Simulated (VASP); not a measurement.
# TiO2 (Rutile) (P4_2/mnm) in VASP: notebook, part 2 of 2

VASP 6.6.1.

### 5 Relaxation of cell and atoms, PBEsol

This run uses another cell than the first one, of 10.34 Å³/atom, 0.995 times its volume.

INCAR reads:

```
SYSTEM = TiO2
PREC     = Accurate       ! precision mode
ENCUT    = 600            ! plane-wave cutoff, eV
EDIFF    = 1E-7           ! SCF threshold, eV
ISMEAR   = 0              ! smearing method
SIGMA    = 0.03           ! smearing width, eV
LREAL    = .FALSE.        ! projectors in reciprocal space
LASPH    = .TRUE.         ! aspherical terms in the spheres
NELM     = 80             ! most SCF steps
ALGO     = Normal         ! electronic algorithm
ISIF     = 3              ! what is computed and relaxed
LWAVE    = .FALSE.        ! write WAVECAR
LCHARG   = .FALSE.        ! write CHGCAR
GGA      = PS             ! functional
IBRION   = 2              ! ionic algorithm
NSW      = 90             ! ionic steps
EDIFFG   = -0.005         ! ionic threshold
KPAR     = 2
```

KPOINTS reads:

```
Automatic mesh
0
G
  6 6 10
  0 0 0
```

POSCAR reads:

```
TiO2                                    
1.0
    4.5924156965      0.0000000000      0.0000000000
    0.0000000000      4.5924156965      0.0000000000
    0.0000000000      0.0000000000      2.9417133051
  Ti              O             
     2     4
Direct
     1.0000000000000000    1.0000000000000000    0.0000000000000000
     0.5000000000000000    0.5000000000000000    0.5000000000000000
     0.3042848952318485    0.3042848952318485    1.0000000000000000
     0.1957151047681514    0.8042848952318487    0.5000000000000000
     0.6957151047681513    0.6957151047681513    0.0000000000000000
     0.8042848952318487    0.1957151047681514    0.5000000000000000
```

Command:

```console
$ cat potpaw_PBE.64/Ti_sv/POTCAR potpaw_PBE.64/O/POTCAR > POTCAR
$ mpirun -np 2 vasp_std > vasp.out
```

It took 1.9 min on 2 MPI ranks of Intel Xeon Platinum 8488C (Sapphire Rapids), shared host; peak memory 0.24 GiB.

The run converged. Its results:

| Quantity | Value |
| --- | --- |
| Free energy | -56.1068 eV |
| Relaxed volume | 10.34 Å³/atom |
| Relaxed cell | a = 4.593 Å, b = 4.593 Å, c = 2.942 Å, α = 90.00°, β = 90.00°, γ = 90.00° |
| Space group after relaxing (to 0.05 Å) | P4_2/mnm (No. 136) |
| Energy gained by relaxing | 0.0 meV/atom |
| Ionic steps | 2 |
| Pressure after relaxing | 0.0 GPa |
| Band gap on the k mesh | 1.83 eV, direct |

Final structure:
```
Ti O
1.0
     4.59271    0.00000    0.00000
     0.00000    4.59271    0.00000
     0.00000    0.00000    2.94174
Ti O
2 4
Cartesian
  0.0000 0.0000 0.0000
  2.2964 2.2964 1.4709
  1.3977 1.3977 2.9417
  0.8987 3.6940 1.4709
  3.1950 3.1950 0.0000
  3.6940 0.8987 1.4709
```

Levels at points of the mesh, in eV from the valence-band top:
```csv
k point,band 22,band 23,band 24,band 25,band 26,band 27
"(0.00, 0.00, 0.00)",-0.46,-0.46,0.00,1.83,2.11,2.41
"(0.50, 0.00, 0.00)",-1.64,-0.76,-0.76,2.51,2.51,3.04
"(0.50, 0.50, 0.00)",-1.30,-1.09,-1.09,1.87,1.87,2.53
"(0.00, 0.00, 0.50)",-2.43,-1.45,-1.45,2.98,2.98,3.22
"(0.50, 0.00, 0.50)",-2.08,-1.06,-1.06,1.88,1.88,3.24
"(0.50, 0.50, 0.50)",-1.31,-0.68,-0.68,2.59,2.59,3.20
```

Caveat: the PAW data sets were made with another functional, which shifts forces and pressure a little. A k mesh can miss the band edges.

### 6 Relaxation of cell and atoms, PBEsol

INCAR reads:

```
SYSTEM = TiO2
ALGO     = Normal         ! electronic algorithm
EDIFF    = 1E-6           ! SCF threshold, eV
EDIFFG   = -0.01          ! ionic threshold
ENCUT    = 600            ! plane-wave cutoff, eV
GGA      = PS             ! functional
IBRION   = 2              ! ionic algorithm
ISIF     = 3              ! what is computed and relaxed
ISMEAR   = 0              ! smearing method
KPAR     = 4            
LASPH    = .True.         ! aspherical terms in the spheres
LCHARG   = .False.        ! write CHGCAR
LREAL    = .False.        ! projectors in reciprocal space
LWAVE    = .False.        ! write WAVECAR
NELM     = 80             ! most SCF steps
NSW      = 90             ! ionic steps
PREC     = Accurate       ! precision mode
SIGMA    = 0.03           ! smearing width, eV
```

KPOINTS reads:

```
k-points
0
Gamma
  6 6 10
  0 0 0
```

POSCAR reads:

```
TiO2
1.0
    4.5922000000      0.0000000000      0.0000000000
    0.0000000000      4.5922000000      0.0000000000
    0.0000000000      0.0000000000      2.9574000000
Ti O
2 4
Direct
    0.0000000000      0.0000000000      0.0000000000
    0.5000000000      0.5000000000      0.5000000000
    0.3049600000      0.3049600000      0.0000000000
    0.1950400000      0.8049600000      0.5000000000
    0.6950400000      0.6950400000      0.0000000000
    0.8049600000      0.1950400000      0.5000000000
```

Potentials or basis: VASP PAW PBE potentials, release 64 (Ti_sv, O).

Command:

```console
$ cat potpaw_PBE.64/Ti_sv/POTCAR potpaw_PBE.64/O/POTCAR > POTCAR
$ mpirun -np 4 vasp_std > vasp.out
```

OUTCAR:

```text
SYSTEM = TiO2
   EDIFF = 1E-6
   EDIFFG = -0.01
   ENCUT = 600
   GGA = PS
   IBRION = 2
   ISIF = 3
   ISMEAR = 0
   LASPH = .True.
   LREAL = .False.
   NELM = 80
   NSW = 90
   PREC = Accurate

 ion  position               nearest neighbor table
   1  0.000  0.000  0.000-   4 1.95   6 1.95   4 1.95   6 1.95   5 1.98   3 1.98
   2  0.500  0.500  0.500-   3 1.95   5 1.95   3 1.95   5 1.95   4 1.98   6 1.98
   3  0.305  0.305  0.000-   2 1.95   2 1.95   1 1.98
   4  0.195  0.805  0.500-   1 1.95   1 1.95   2 1.98
   5  0.695  0.695  0.000-   2 1.95   2 1.95   1 1.98
   6  0.805  0.195  0.500-   1 1.95   1 1.95   2 1.98

  LATTYP: Found a simple tetragonal cell.
 ALAT       =     4.5922000000
 C/A-ratio  =     0.6440050520

  Lattice vectors:

 A1 = (   4.5922000000,   0.0000000000,   0.0000000000)
 A2 = (   0.0000000000,   4.5922000000,   0.0000000000)
 A3 = (   0.0000000000,   0.0000000000,   2.9574000000)

Analysis of symmetry for initial positions (statically):
=====================================================================
 Subroutine PRICEL returns:
 Original cell was already a primitive cell.

 Routine SETGRP: Setting up the symmetry group for a
 simple tetragonal supercell.

 Subroutine GETGRP returns: Found 16 space group operations
 (whereof  8 operations were pure point group operations)
 out of a pool of 16 trial point group operations.

The static configuration has the point symmetry D_2h.
 The point group associated with its full space group is D_4h.

Analysis of symmetry for dynamics (positions and initial velocities):
=====================================================================
 Subroutine PRICEL returns:
 Original cell was already a primitive cell.

 Routine SETGRP: Setting up the symmetry group for a
 simple tetragonal supercell.

 Subroutine GETGRP returns: Found 16 space group operations
 (whereof  8 operations were pure point group operations)
 out of a pool of 16 trial point group operations.

[... 133 lines left out ...]
   LORBIT       =      0    0 simple, 1 ext, 2 COOP (PROOUT), +10 PAW based schemes
   GGA     = PS    functional components
   LHFCALC =     F    Hartree Fock is set to
   AEXX    =    0.0000 exact exchange contribution
   IVDW    =     0    specifies the selected vdW correction
   LEPSILON=     F    determine dielectric tensor
   LRPA    =     F    only Hartree local field effects (RPA)
 conjugate gradient relaxation of ions
 non-spin polarized calculation
 Gauss-broadening in eV      SIGMA  =   0.03
  energy-cutoff  :      600.00
  volume of cell :       62.37
 maximum number of plane-waves:      2102
 NGX is ok and might be reduce to    40
   NGX = 19   NGY = 19   NGZ = 11

--------------------------------------- Ionic step        1  -------------------------------------------

 number of electron      47.9999989 magnetization

 Free energy of the ion-electron system (eV)
  ---------------------------------------------------
  ext. energy  EPLUGINS =         0.00000000
  ---------------------------------------------------
  free energy    TOTEN  =       -56.10482146 eV

  energy without entropy =      -56.10482146  energy(sigma->0) =      -56.10482146

------------------------ aborting loop because EDIFF is reached ----------------------------------------

  FORCE on cell =-STRESS in cart. coord.  units (eV):
  Direction    XX          YY          ZZ          XY          YZ          ZX
  --------------------------------------------------------------------------------------
  -------------------------------------------------------------------------------------
  Total       -0.2630391     -0.2630391     -0.9416572      0.0000000      0.0000000      0.0000000
  in kB       -6.7573951     -6.7573951    -24.1908843      0.0000000      0.0000000      0.0000000
  external PRESSURE =     -12.5685582 kB  Pullay stress =       0.0000000 kB
[... 107 lines left out ...]
--------------------------------------- Ionic step        4  -------------------------------------------

 number of electron      47.9999990 magnetization

 Free energy of the ion-electron system (eV)
  ---------------------------------------------------
  ext. energy  EPLUGINS =         0.00000000
  ---------------------------------------------------
  free energy    TOTEN  =       -56.10775038 eV

  energy without entropy =      -56.10775038  energy(sigma->0) =      -56.10775038

 E-fermi :   4.9282     XC(G=0): -11.7353

 val. band max:        4.7900959147   @ k =   0.0000   0.0000   0.0000
 cond. band min:       6.6212535540   @ k =   0.0000   0.0000   0.0000
 fundamental gap:      1.8311576393
 Fermi energy:         4.9281685894

 k-point     1 :       0.0000    0.0000    0.0000
  band No.  band energies     occupation
      1     -51.8440      2.00000
      2     -51.8258      2.00000
      3     -28.2732      2.00000
      4     -28.2732      2.00000
      5     -28.1000      2.00000
      6     -28.1000      2.00000
[... 733 lines left out ...]
     27       7.9307      0.00000
     28       7.9307      0.00000

 [... further k-points ...]
[... 5 lines left out ...]
  --------------------------------------------------------------------------------------
  -------------------------------------------------------------------------------------
  Total        0.0109929      0.0109929      0.0044440      0.0000000      0.0000000      0.0000000
  in kB        0.2838843      0.2838843      0.1147629      0.0000000      0.0000000      0.0000000
  external PRESSURE =       0.2275105 kB  Pullay stress =       0.0000000 kB
[... 21 lines left out ...]
  FREE ENERGIE OF THE ION-ELECTRON SYSTEM (eV)
  ---------------------------------------------------
  free  energy   TOTEN  =       -56.1077503791 eV

  energy  without entropy=      -56.1077503791  energy(sigma->0) =      -56.10775038

 reached required accuracy - stopping structural energy minimisation
```

OSZICAR:

```text
N       E                     dE             d eps       ncg     rms          rms(c)
DAV:   1     0.718765127232E+03    0.71877E+03   -0.27186E+04  3360   0.223E+03
DAV:   2     0.621835984727E+02   -0.65658E+03   -0.63693E+03  3572   0.618E+02
[... 37 lines left out ...]
DAV:   1    -0.561081620038E+02   -0.99301E-03   -0.24243E-01  3364   0.439E+00    0.262E-01
DAV:   2    -0.561080495862E+02    0.11242E-03   -0.94036E-03  4220   0.824E-01    0.145E-01
DAV:   3    -0.561078062887E+02    0.24330E-03   -0.13683E-03  4688   0.246E-01    0.666E-02
DAV:   4    -0.561077492396E+02    0.57049E-04   -0.36043E-04  5136   0.166E-01    0.298E-02
DAV:   5    -0.561077493427E+02   -0.10313E-06   -0.36921E-05  4364   0.528E-02    0.182E-02
DAV:   6    -0.561077503484E+02   -0.10057E-05   -0.84815E-06  4820   0.257E-02    0.423E-03
DAV:   7    -0.561077503791E+02   -0.30652E-07   -0.75379E-07  2132   0.664E-03
   4 F= -.56107750E+02 E0= -.56107750E+02  d E =-.580587E-03
```

CONTCAR:

```text
TiO2
   1.00000000000000
     4.5924156955537940    0.0000000000000000    0.0000000000000000
    -0.0000000000000000    4.5924156955537940    0.0000000000000000
     0.0000000000000000    0.0000000000000000    2.9417133062248197
  Ti              O
     2     4
Direct
     1.0000000000000000    0.0000000000000000    0.0000000000000000
     0.5000000000000000    0.5000000000000000    0.5000000000000000
     0.3042848952518264    0.3042848952518264    1.0000000000000000
     0.1957151047481736    0.8042848952518266    0.5000000000000000
     0.6957151047481734    0.6957151047481734    0.0000000000000000
     0.8042848952518266    0.1957151047481736    0.5000000000000000

  0.00000000E+00  0.00000000E+00  0.00000000E+00
  0.00000000E+00  0.00000000E+00  0.00000000E+00
  0.00000000E+00  0.00000000E+00  0.00000000E+00
  0.00000000E+00  0.00000000E+00  0.00000000E+00
  0.00000000E+00  0.00000000E+00  0.00000000E+00
  0.00000000E+00  0.00000000E+00  0.00000000E+00
```

It took 44 s on 4 MPI ranks of Intel Xeon 6975P-C (Granite Rapids), shared host; peak memory 0.25 GiB.

What came out:

| Item | Value |
| --- | --- |
| Free energy | -56.1078 eV |
| Relaxed volume | 10.34 Å³/atom |
| Relaxed cell | a = 4.592 Å, b = 4.592 Å, c = 2.942 Å, α = 90.00°, β = 90.00°, γ = 90.00° |
| Space group after relaxing (to 0.05 Å) | P4_2/mnm (No. 136) |
| Energy gained by relaxing | 0.5 meV/atom |
| Ionic steps | 4 |
| Pressure after relaxing | 0.0 GPa |
| Largest force after relaxing | 0.006 eV/Å |
| Band gap on the k mesh | 1.83 eV, direct |

Forces in eV/Å, atoms in the order of the input:
```
Ti   0.000  0.000  0.000
Ti   0.000  0.000  0.000
O    0.004  0.004  0.000
O   -0.004  0.004  0.000
O   -0.004 -0.004  0.000
O    0.004 -0.004  0.000
```

Step by step:
```csv
step,energy change (eV),largest force (eV/Å),pressure (GPa),volume (Å³)
1,0.0000,0.0539,-1.26,62.37
2,-0.0005,0.0656,1.75,61.63
3,-0.0023,0.0597,0.34,61.98
4,-0.0029,0.0055,0.02,62.04
```

Final structure:
```cif
data_structure
_symmetry_space_group_name_H-M 'P 1'
_symmetry_Int_Tables_number 1
_cell_length_a 4.5924
_cell_length_b 4.5924
_cell_length_c 2.9417
_cell_angle_alpha 90.000
_cell_angle_beta 90.000
_cell_angle_gamma 90.000
_cell_volume 62.04
loop_
_atom_site_label
_atom_site_type_symbol
_atom_site_fract_x
_atom_site_fract_y
_atom_site_fract_z
_atom_site_occupancy
Ti1 Ti 0.00000 0.00000 0.00000 1
Ti2 Ti 0.50000 0.50000 0.50000 1
O1 O 0.30429 0.30429 0.00000 1
O2 O 0.19572 0.80429 0.50000 1
O3 O 0.69572 0.69572 0.00000 1
O4 O 0.80429 0.19572 0.50000 1
```

Levels at points of the mesh, in eV from the valence-band top:
```tsv
k point	band 20	band 21	band 22	band 23	band 24	band 25	band 26	band 27	band 28
(0.00, 0.00, 0.00)	-1.98	-0.69	-0.46	-0.46	0.00	1.83	2.11	2.40	2.50
(0.50, 0.00, 0.00)	-3.10	-1.64	-1.64	-0.76	-0.76	2.51	2.51	3.04	3.04
(0.50, 0.50, 0.00)	-2.25	-1.30	-1.30	-1.09	-1.09	1.87	1.87	2.53	2.53
(0.00, 0.00, 0.50)	-2.81	-2.43	-2.43	-1.45	-1.45	2.98	2.98	3.22	3.22
(0.50, 0.00, 0.50)	-2.41	-2.08	-2.08	-1.06	-1.06	1.88	1.88	3.24	3.24
(0.50, 0.50, 0.50)	-2.78	-1.31	-1.31	-0.68	-0.68	2.59	2.59	3.20	3.20
```

Caveat: the PAW data sets were made with another functional, which shifts forces and pressure a little.
